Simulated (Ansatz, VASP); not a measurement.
One calculation of TaN, two programs

```
CELL_PARAMETERS angstrom
3.10778 0.00000 0.00000
-1.55389 2.69142 0.00000
0.00000 0.00000 5.01446
ATOMIC_POSITIONS crystal
Ta 0.00000 0.00000 0.00000
Ta 0.00000 0.00000 0.50000
N 0.33333 0.66667 0.25000
N 0.66667 0.33333 0.75000
```

Change from the starting cell: volume scaled by 1.06, crystal datasets.

Alike in both runs: task electric field gradients; functional PBEsol; k mesh 11 × 11 × 6; occupations fermi-dirac, width 0.01 eV; no spin polarisation.

|  | VASP | Ansatz |
| --- | --- | --- |
| version | VASP 6.6.1 | Ansatz 0.2.0 |
| potentials or method | VASP PAW PBE potentials, release 64 (Ta_pv, N), cutoff 520 eV | all-electron PAW with datasets made for the crystal, scalar-relativistic |

Ansatz gave:

```
pressure (GPa)                                                 : 21.1
largest component of the traceless stress (GPa)                : 44.59
Vzz of the field gradient on the site that differs most (V/Å²) : -200.3
```

Problem. Estimate VASP's values.

Solution. Pressure (GPa): 22.5; largest component of the traceless stress (GPa): 45.14; Vzz of the field gradient on the site that differs most (V/Å²): -174.9.

Ansatz ran all-electron here, so the differences hold the error of VASP's frozen core and of both bases. Ansatz warned: «gradients_without_spin_orbit».

Caveats: so large a pressure means that the cell lies far from this level's equilibrium, or that cutoff or potentials fall short (VASP); the potentials were made for another functional, which shifts forces and pressure (VASP). Spin-orbit coupling is left out, which matters for the levels of Ta.
